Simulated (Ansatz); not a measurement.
# GaN (F-43m), a sublattice moved along a line

All numbers below come from DFT PBE, scalar-relativistic, plane waves, PAW in Ansatz 0.2.0. Settings: plane waves to 420 eV, k-mesh 10×10×10 (Γ-centred), Gaussian smearing 0.05 eV. No spin polarisation. Energies are free energies at this smearing, counted from the undisturbed cell; pressure is positive in compression.

The starting cell (as given, not relaxed at this level; it stands at 5.0 GPa; this zinc-blende form isn't the usual structure):

```
CELL_PARAMETERS angstrom
0.00000 2.25350 2.25350
2.25350 0.00000 2.25350
2.25350 2.25350 0.00000
ATOMIC_POSITIONS crystal
Ga 0.00000 0.00000 0.00000
N 0.75000 0.75000 0.75000
```

Every N atom is moved by x along the Cartesian unit vector (0.707, -0.707, 0.000); the cell and all other atoms stay fixed.

```csv
x (Å),ΔE (meV/cell),force along x on the moved atoms (eV/Å),pressure (GPa),gap on the mesh (eV)
-0.1000,62.7,1.26,?,?
-0.0500,15.6,0.62,5.3,1.63
0.0000,0.0,0.00,5.0,1.72
0.0125,1.0,-0.16,5.0,1.69
0.0250,3.9,-0.31,5.1,1.67
0.0375,?,?,5.2,1.65
0.0625,24.3,-0.78,5.4,1.61
0.0750,35.1,-0.94,5.6,1.59
0.0875,47.9,-1.10,5.8,1.57
```

By symmetry 0.1000 repeats -0.1000, -0.0750 repeats 0.0750, 0.0500 repeats -0.0500, -0.0250 repeats 0.0250 in energy, with the opposite slope along the path.

Task: Give the withheld values.

Result: pressure (GPa) at x (Å) = -0.1000: 6.0; gap on the mesh (eV) at x (Å) = -0.1000: 1.55; ΔE (meV/cell) at x (Å) = 0.0375: 8.7; force along x on the moved atoms (eV/Å) at x (Å) = 0.0375: -0.47.